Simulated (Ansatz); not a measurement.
The system is PtS2.

```
Pt S
1.0
     3.54320    0.00000    0.00000
    -1.77160    3.06850    0.00000
     0.00000    0.00000    5.03880
Pt S
1 2
Direct
  0.00000 0.00000 0.00000
  0.66667 0.33333 0.77300
  0.33333 0.66667 0.22700
```

| Property | Result |
| --- | --- |
| Program | Ansatz 0.2.0 |
| Task | relaxation of cell and atoms |
| Functional | revPBE |
| Dispersion | D4 |
| Potentials or basis | Ansatz PAW |
| Cutoff | 420 eV (not typed: the program's choice for these potentials) |
| k mesh | 9 × 9 × 5 |
| Occupations | fermi-dirac, width 0.05 eV |
| Spin | no spin polarisation |

At the start: volume 18.26 Å³/atom.

Task: Where does the relaxation end?

Result: It ends after 7 steps and the volume is 16.55 Å³/atom (-9.4 %); space group P-3m1 (No. 164, to 0.05 Å).

The path:
```tsv
step	energy change (eV)	largest force (eV/Å)	volume (Å³)
1	0.0000	1.3814	54.78
2	-0.1658	0.2261	51.16
3	-0.2032	0.0883	50.92
4	-0.2115	0.0479	49.28
5	-0.2129	0.0085	49.79
6	-0.2130	0.0024	49.66
7	-0.2121	0.0022	49.66
```

Final structure:
```
CELL_PARAMETERS angstrom
3.57428 0.00000 0.00000
-1.78714 3.09542 0.00000
0.00000 0.00000 4.48821
ATOMIC_POSITIONS crystal
Pt 0.00000 0.00000 0.00000
S 0.66667 0.33333 0.73148
S 0.33333 0.66667 0.26852
```

Caveat: the plane-wave basis is chosen anew once the cell has moved, so the energies of steps on either side of that aren't comparable; the PAW data sets come from PBE, with cores solved anew for the run's functional, which leaves a small shift of forces and pressure.
